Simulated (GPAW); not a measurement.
Crystal: InPd.

```
In Pd
1.0
     0.00000    2.74607    2.74607
     2.74607    0.00000    2.74607
     2.74607    2.74607    0.00000
In Pd
1 1
Cartesian
  0.0000 0.0000 0.0000
  2.7461 2.7461 2.7461
```

The cell was built by a generator and needn't be a form met in nature.

Base run:

```yaml
Program: GPAW 26.7.0
Functional: r2SCAN
Potentials_or_basis: GPAW PAW data sets (gpaw-data 1.2.1)
Cutoff: 600 eV
Basis: pw
k_mesh: 8 × 8 × 8
Occupations: fermi-dirac, width 0.05 eV
Spin: no spin polarisation
```

Its results: band gap on the k mesh none (metal or under the smearing width); pressure -2.9 GPa.

Problem. After a change of settings the same cell gave: band gap on the k mesh none (metal or under the smearing width); pressure -0.2 GPa. Which change was it?
A. functional from r2SCAN to PBE
B. functional from r2SCAN to revPBE; potentials or basis from GPAW PAW data sets (gpaw-data 1.2.1) to the program's PAW data sets (release 1.2.1) made for this functional
C. functional from r2SCAN to LDA; potentials or basis from GPAW PAW data sets (gpaw-data 1.2.1) to the program's PAW data sets (release 1.2.1) made for this functional
D. functional from r2SCAN to TPSS

Solution. A.

Caveats: the PAW data sets were made with another functional, which shifts forces and pressure a little (some runs).

Not every run made on this cell is shown here.
